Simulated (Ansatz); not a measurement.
Consider LaAlO3 in the cubic perovskite structure (space group Pm-3m, No. 221; a = 3.786 Å).

Method: r2SCAN/PAW in Ansatz (a program for electronic structure), scalar-relativistic without spin-orbit coupling, earlier PAW set.

Base values:

The smallest direct gap is 4.14 eV and the band gap comes out as 4.02 eV. The lattice parameter a is 3.786 Å.

Now apply this change: a negative pressure, −2 GPa.

Predict the new smallest direct gap.

The smallest direct gap falls by 0.01 eV to 4.13 eV.

How does this affect the band gap?

The band gap decreases by 0.02 eV to 4.00 eV.

What does the calculation give for the lattice parameter a after the change?

The lattice parameter a rises by 0.0122 Å (3.786 Å → 3.799 Å).

Load acts through the strain it causes; cell and atoms are relaxed under it. Stability against distortions was not tested. Many cubic perovskites are stable only at high temperature; tilts and polar distortions were not tested.
